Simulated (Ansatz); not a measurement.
**KI and the effect of the strain (εxx = s, εyy = s)**

```
I K
1.0
     0.00000    3.53277    3.53277
     3.53277    0.00000    3.53277
     3.53277    3.53277    0.00000
I K
1 1
Direct
  0.50000 0.50000 0.50000
  0.00000 0.00000 0.00000
```

Kept alike: task band structure; functional PBEsol; k mesh 6 × 6 × 6; occupations fermi-dirac, width 0.05 eV; no spin polarisation. Program: Ansatz, Ansatz PAW, cutoff 420 eV. The mesh is that of the run's cell of 2 atoms. No spin-orbit coupling.

```csv
s,band gap (eV),free energy over the lowest row (meV/atom)
-0.02,3.903,1.12
-0.01,3.860,0.00
0,3.818,0.72
0.01,3.776,3.06
```

The cell shown is the unstrained one; x, y and z are its Cartesian axes; atoms keep their fractions. Spin-orbit coupling, left out here, moves the band edges of heavy atoms and can close or invert small gaps. Gaps are the smaller of the mesh's and the band path's. All rows use potentials made for PBE.

The band gap falls from 3.903 to 3.776 eV between -0.02 and 0.01. That is -0.042 eV for each per cent of strain near s = 0. The free energy is lowest at -0.01, and 3.06 meV an atom higher at 0.01.
